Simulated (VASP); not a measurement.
In YN (rock salt type) the Y atom of the primitive cell, with all its periodic images, is moved by 0.06 Å along [111].

```yaml
crystal:
  lattice:
    - [0.00000, 2.46000, 2.46000]
    - [2.46000, 0.00000, 2.46000]
    - [2.46000, 2.46000, 0.00000]
  atoms:
    - { symbol: Y, position: [0.00704, 0.00704, 0.00704] }
    - { symbol: N, position: [0.50000, 0.50000, 0.50000] }
```
Lattice in Å, positions in fractions of it.

The calculation used HSE06, plane waves, standard recommended PAW potentials (VASP 6.6.1).

Cutoff 520 eV; orbitals from an earlier step on the same cell; potentials Y_sv N; PREC = Accurate; HFSCREEN = 0.208; HFRCUT = 0; PRECFOCK = Normal; k-mesh 4×4×4 Γ-centred; Fermi–Dirac smearing of 0.05 eV; no spin polarisation.

**Question.** What force results?

**Answer.** The force on it along the displacement is 0.0222 eV/Å, a force constant of -0.37 eV/Å². The cell stands under a pressure of -3.7 GPa, which shifts the constant from its value at the relaxed volume. It is negative: the force pushes the atom further, so on this mesh the structure is unstable along this displacement. On a mesh this coarse the force constant of so soft a mode can lie far from its converged value, in sign too.

```csv
atom,Fx (eV/Å),Fy (eV/Å),Fz (eV/Å)
Y1,0.0128,0.0128,0.0128
N2,-0.0128,-0.0128,-0.0128
```

The k-mesh is coarse, so these values belong to this mesh and can lie far from the converged ones. Where the force pushes the moved atom further off its site, the soft mode may be real or faked by the k-mesh. Potentials made with PBE were used with another functional.
